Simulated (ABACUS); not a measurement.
Here is an ABACUS 3.10.1 calculation.

The input INPUT:

```
INPUT_PARAMETERS
suffix              Co
calculation         cell-relax
basis_type          lcao
pseudo_dir          ./
orbital_dir         ./
symmetry            1
dft_functional      pbe
ecutwfc             100
pseudo_rcut         10
nspin               2
nbands              23
ks_solver           genelpa
smearing_method     fd
smearing_sigma      0.00367493
scf_thr             1e-07
scf_nmax            100
mixing_type         broyden
mixing_beta         0.4
cal_force           1
cal_stress          1
out_mul             1
relax_nmax          60
force_thr_ev        0.005
relax_method        cg
out_stru            1
stress_thr          0.5
```

Contents of STRU:

```
ATOMIC_SPECIES
Co 58.9332 Co.upf

NUMERICAL_ORBITAL
Co_confined-atom_7au_4s3p3d1f.orb

LATTICE_CONSTANT
1.8897261246

LATTICE_VECTORS
2.4719999032 0.0000000000 0.0000000000
-1.2359999516 2.1408147143 0.0000000000
0.0000000000 0.0000000000 4.0211440800

ATOMIC_POSITIONS
Direct

Co
0.0
2
0.6666666667 0.3333333333 0.7500000000 1 1 1 mag 2
0.3333333333 0.6666666667 0.2500000000 1 1 1 mag 2
```

Contents of KPT:

```
K_POINTS
0
Gamma
11 11 6 0 0 0
```

Potentials or basis: PseudoDojo NC SR 0.5 PBE standard, TZDP LCAO (the cutoffs set its grid).

The run is started by

```console
$ OMP_NUM_THREADS=1 mpirun -np 4 abacus > log
```

(1) What does it give for the absolute moment?

(2) What does it give for the relaxed cell?

(3) Estimate the net moment.

Results:

(1) 3.50 μB per cell.

(2) a = 2.493 Å, b = 2.493 Å, c = 4.034 Å, α = 90.00°, β = 90.00°, γ = 120.00°.

(3) 3.13 μB per cell.

Caveat: the atomic orbitals were generated for these runs and aren't a published set.
